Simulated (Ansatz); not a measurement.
## SnO under changes of volume

One of the cells (17.769 Å³/atom); the others are scaled copies at fixed shape and fractional positions:

```
Sn O
1.0
     3.81370    0.00000    0.00000
     0.00000    3.81370    0.00000
     0.00000    0.00000    4.88691
Sn O
2 2
Cartesian
  1.9068 0.0000 3.7367
  0.0000 1.9068 1.1503
  0.0000 0.0000 0.0000
  1.9068 1.9068 0.0000
```

The cell is a database's computed one.

```yaml
Program: Ansatz 0.2.0
Functional: PBE
Dispersion: D3(BJ)
Potentials_or_basis: Ansatz PAW
Cutoff: "420 eV (not typed: the program's choice for these potentials)"
k_mesh: 7 × 7 × 6
Occupations: fermi-dirac, width 0.05 eV
Spin: no spin polarisation
```

```tsv
volume (Å³/atom)	energy over the lowest point (meV/atom)	pressure (GPa)	gap on the mesh (eV)	largest force (eV/Å)
16.703	32.80	8.2	0.14	1.337
17.058	17.24	5.8	0.22	0.993
17.414	6.95	3.5	0.30	0.678
17.769	1.36	1.5	0.37	0.386
18.125	0.00	-0.3	0.44	0.116
18.480	?	?	?	?
18.835	8.39	-3.4	0.57	0.370
```

What does the run at 18.480 Å³/atom give?

Energy over the lowest point 2.51 meV/atom; pressure -1.9 GPa; gap on the mesh 0.51 eV; largest force 0.136 eV/Å.

Worked out: A Birch-Murnaghan fit of order 3 (a polynomial in V^(-2/3)) to the other rows has its minimum at 18.07 Å³/atom with B0 = V·E''(V) = 89 GPa and B' = 4.3 at fixed shape and positions, which overstates the stiffness. It gives 2.48 meV/atom at 18.480 Å³/atom, against the run's 2.51, and -dE/dV = -1.9 GPa, against -1.9. A straight line through the other rows of the gap, of slope 3.58 eV per unit of ln V, gives 0.51 eV, against the run's 0.51.

Energies are extrapolated to zero smearing.

Caveats: odd divisions of the mesh miss points on the zone boundary, where band edges often lie, so the gap on the mesh can be too wide; spin-orbit coupling is left out, which moves the levels of the heavy elements; forces of over 1 eV/Å show positions far from the minimum, so gaps and moduli don't describe the material at rest (some runs).

A mesh can miss the band edges.
